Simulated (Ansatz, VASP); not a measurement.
Two plane-wave programs on Yb

```xyz
1
Lattice="0.0000 2.6118 2.6118 2.6118 0.0000 2.6118 2.6118 2.6118 0.0000" Properties=species:S:1:pos:R:3 pbc="T T T"
Yb    0.0000    0.0000    0.0000
```

Alike in both runs: functional PBE; k mesh 12 × 12 × 12; occupations gaussian, width 0.01 eV; no spin polarisation.

Ansatz relaxed the structure, and its values are those at the end. VASP's run is a single point on that final structure, the one shown.

```csv
,VASP,Ansatz
version,VASP 6.6.1,Ansatz 0.2.0
potentials or method,"VASP PAW PBE potentials, release 64 (Yb)","scalar-relativistic, plane waves, PAW"
plane-wave cutoff (eV),520,420
valence electrons in the cell,24,24
```

Ansatz gave:

| Property | Result |
| --- | --- |
| gap on the k mesh at the Fermi level (eV) | 0.04 |
| least direct gap on the mesh (eV) | 0.06 |
| pressure (GPa) | 0.0 |

Problem. Which values does VASP return?

Solution. gap on the k mesh at the Fermi level (eV): 0.03; least direct gap on the mesh (eV): 0.06; pressure (GPa): -0.2.

With one functional, cell and mesh, what is left measures potentials, basis and numerics.

Caveats: spin-orbit coupling is left out, which moves the levels of the heavy elements. A k mesh can miss the band edges. Spin polarisation is off, so any magnetic state and its effect on volume and gap are missing.
